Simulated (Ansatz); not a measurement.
# Ni2Ge: under pressure

The task here is to estimate one member of a computed series from the others.

Method: DFT r2SCAN, scalar-relativistic, plane waves, PAW, in Ansatz 0.2.0.

1 further run of the same task is left out (set aside as unsound or not needed).

**The structure to begin with**

The structure is hexagonal, space group P6_3/mmc (No. 194). Conventional cell: a = 3.978 Å, b = 3.978 Å, c = 5.037 Å, α = 90.00°, β = 90.00°, γ = 120.00°. Ni (site symmetry -6m2) has 5 Ge at 2.30 to 2.52 Å and 6 Ni at 2.62 Å as nearest neighbours. Ni (site symmetry -3m) is surrounded by 8 Ni at 2.52 to 2.62 Å and 6 Ge at 2.62 Å. Around Ge (site symmetry -6m2) lie 11 Ni at 2.30 to 2.62 Å.

Structure file:

```
Ni Ge
1.0
     3.97814    0.00000    0.00000
    -1.98907    3.44517    0.00000
     0.00000    0.00000    5.03738
Ni Ge
4 2
Direct
  0.66667 0.33333 0.25000
  0.33333 0.66667 0.75000
  0.00000 0.00000 0.00000
  0.00000 0.00000 0.50000
  0.66667 0.33333 0.75000
  0.33333 0.66667 0.25000
```

It goes back to an entry of the Materials Project, which need not be the stable form.

It is the result of an earlier relaxation at this level (volume 11.51 Å³/atom; gap on the mesh: none (metal)).

The first run:

input.yaml

```yaml
crystal:
  lattice:
    - [4.0159837385, 0.0, 0.0]
    - [-2.0079918692, 3.4779439387, 0.0]
    - [0.0, 0.0, 5.0852950945]
  atoms:
    - { symbol: Ni, position: [0.6666666667, 0.3333333333, 0.25] }
    - { symbol: Ni, position: [0.3333333333, 0.6666666667, 0.75] }
    - { symbol: Ni, position: [0.0, 0.0, 0.0] }
    - { symbol: Ni, position: [0.0, 0.0, 0.5] }
    - { symbol: Ge, position: [0.6666666667, 0.3333333333, 0.75] }
    - { symbol: Ge, position: [0.3333333333, 0.6666666667, 0.25] }
basis:
  ecutwfc: 500
kpoints:
  mp_grid: { grid: [12, 12, 8] }
hamiltonian:
  xc: r2scan
scf:
  occupations: { method: gaussian, width: 0.1 }
output:
  forces: true
  stress: true
  eigenvalues: true
relax:
  adjacent_minimum: "off"
  f_tol: 0.008
  max_steps: 50
  cell: { stress_tol: 0.08, p_target: -3.0 }
```

On the command line:

```console
ansatz run input.yaml --threads 1 --pin off --max-ram 2560MiB --backend cpu --events-out ev --progress --plain --runs-dir out
```

Steps of the session up to this table: Target pressure -3 GPa; 3 GPa; 8 GPa; 15 GPa; Target pressure 30 GPa.

One of the session's tables, all rows but one given; the rest of the session is left out.

Lengths are those of the vectors of the cell that was run:

```
P (GPa)  V (Å³/atom)  a (Å)  b (Å)  c (Å)  ΔH (eV/atom)
     -3        11.69  3.996  3.996  5.072        -0.217
      0        11.51  3.978  3.978  5.037         0.000
      3            ?      ?      ?      ?             ?
      8        11.08  3.936  3.936  4.958         0.564
     15        10.78  3.903  3.903  4.902         1.041
     30        10.25  3.845  3.845  4.804         2.024
```

Q: Estimate the row for P (GPa) = 3 from the others.

Worked estimate for «V (Å³/atom)». A straight line through the neighbours (0, 11.51) and (8, 11.08) gives 11.51 + (11.08 − 11.51) × (3 − 0) / (8 − 0) = 11.35; a parabola fitted to 4 rows on both sides gives 11.34.

The run gave: V (Å³/atom): 11.34; a (Å): 3.961; b (Å): 3.961; c (Å): 5.007; ΔH (eV/atom): 0.214. In «V (Å³/atom)» the line misses by +0.01 and the parabola by 0.00.

ΔH is E + PV over the energy at zero pressure; a, b and c are the vectors of the computed cell. 

To keep in mind: Spin polarisation is off in the runs that give these values; a magnetic solution could lie lower.
